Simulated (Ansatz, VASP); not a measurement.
# HfC: VASP beside Ansatz

```
Hf C
1.0
     0.00000    2.32500    2.32500
     2.32500    0.00000    2.32500
     2.32500    2.32500    0.00000
Hf C
1 1
Direct
  0.50000 0.50000 0.50000
  0.00000 0.00000 0.00000
```

Alike in both runs: task relaxation of cell and atoms; functional PBEsol; k mesh 11 × 11 × 11; no spin polarisation.

|  | VASP | Ansatz |
| --- | --- | --- |
| version | VASP 6.6.1 | Ansatz 0.2.0 |
| potentials or method | VASP PAW PBE potentials, release 64 (Hf_pv, C) | plane waves, PAW |
| plane-wave cutoff (eV) | 600 | 420 |
| occupations | fermi-dirac, width 0.1 eV | fermi-dirac |
| valence electrons in the cell | 14 | 30 |

VASP gave:

| Quantity | Value |
| --- | --- |
| relaxed volume (Å³/atom) | 12.20 |
| relaxed cell length with the largest relative difference (Å) | 3.256 |
| energy change over the relaxation (meV/atom) | -8 |

Estimate Ansatz's values.

relaxed volume (Å³/atom): 12.23; relaxed cell length with the largest relative difference (Å): 3.258; energy change over the relaxation (meV/atom): -7.

The two sets of potentials don't hold the same shells in valence.

Caveats: the PAW data sets were made with another functional, which shifts forces and pressure a little (VASP). Spin-orbit coupling is left out, which matters for the levels of Hf.
